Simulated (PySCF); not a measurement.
Species: C2H4O2.
SMILES with atom numbers: `[CH3:1][C:2](=[O:3])[OH:4]` (hydrogens: H5, H6, H7 on C1; H8 on O4)

A GFN2-xTB structure was refined with PBE0-D3(BJ)/def2-TZVP geometry optimisation, gas phase in PySCF 2.14.0. Its GFN2-xTB values:

| coordinate | GFN2-xTB |
| --- | --- |
| C1–C2 | 1.481 Å |
| C1–H5 | 1.074 Å |
| C1–H6 | 1.125 Å |
| C2=O3 | 1.197 Å |
| C2–O4 | 1.358 Å |
| O4–H8 | 0.954 Å |
| C1–C2–O3 | 126.3° |
| C1–C2–O4 | 112.0° |
| C2–C1–H5 | 111.1° |
| C2–O4–H8 | 111.5° |
| O3–C2–O4 | 121.6° |
| H5–C1–H6 | 108.7° |
| H5–C1–H7 | 109.1° |
| H6–C1–H7 | 108.9° |

Question: How do these coordinates change at the PBE0-D3(BJ)/def2-TZVP level?

Answer: 
```json
{"coordinate": "C1–H6", "PBE0-D3(BJ)/def2-TZVP (Å or °)": "1.087", "change": "-0.038"}
{"coordinate": "C1–H5", "PBE0-D3(BJ)/def2-TZVP (Å or °)": "1.091", "change": "+0.017"}
{"coordinate": "C1–C2", "PBE0-D3(BJ)/def2-TZVP (Å or °)": "1.495", "change": "+0.014"}
{"coordinate": "O4–H8", "PBE0-D3(BJ)/def2-TZVP (Å or °)": "0.967", "change": "+0.013"}
{"coordinate": "C2–O4", "PBE0-D3(BJ)/def2-TZVP (Å or °)": "1.347", "change": "-0.011"}
{"coordinate": "C2=O3", "PBE0-D3(BJ)/def2-TZVP (Å or °)": "1.200", "change": "+0.003"}
{"coordinate": "C2–O4–H8", "PBE0-D3(BJ)/def2-TZVP (Å or °)": "106.4", "change": "-5.1"}
{"coordinate": "H5–C1–H6", "PBE0-D3(BJ)/def2-TZVP (Å or °)": "110.5", "change": "+1.8"}
{"coordinate": "H5–C1–H7", "PBE0-D3(BJ)/def2-TZVP (Å or °)": "107.3", "change": "-1.8"}
{"coordinate": "H6–C1–H7", "PBE0-D3(BJ)/def2-TZVP (Å or °)": "109.9", "change": "+1.0"}
{"coordinate": "C2–C1–H5", "PBE0-D3(BJ)/def2-TZVP (Å or °)": "110.2", "change": "-0.9"}
{"coordinate": "O3–C2–O4", "PBE0-D3(BJ)/def2-TZVP (Å or °)": "122.4", "change": "+0.8"}
{"coordinate": "C1–C2–O4", "PBE0-D3(BJ)/def2-TZVP (Å or °)": "111.6", "change": "-0.4"}
{"coordinate": "C1–C2–O3", "PBE0-D3(BJ)/def2-TZVP (Å or °)": "125.9", "change": "-0.4"}
```

The energy falls by 6.2 kJ/mol over 7 energy and gradient evaluations, the largest force component goes from 0.0295 to 2.7e-04 Eh/bohr, and the atoms move by 0.048 Å rms after alignment. The bond that changes most is C1–H6 (methyl carbon next to a carbonyl to methyl hydrogen), which shortens by 0.038 Å. Bonds longer at the end by more than 0.005 Å: 4 of 7; shorter: 2. Rotational constants go from 11449, 9567, 5384 to 11466, 9562, 5387 MHz.

The run used 148 basis functions and 58 SCF cycles in all. The run took 41 s wall on one thread of an Arm Neoverse V2, no GPU, shared host with 96 logical CPUs at a one-minute load of 36, and the process peaked at 0.60 GiB of memory.

Stationary, but not proved a minimum. One conformer, not necessarily the lowest.

Conformer computed: `[CH3:1][C:2](=[O:3])[OH:4]`: H–O4–C2–C1 179°.
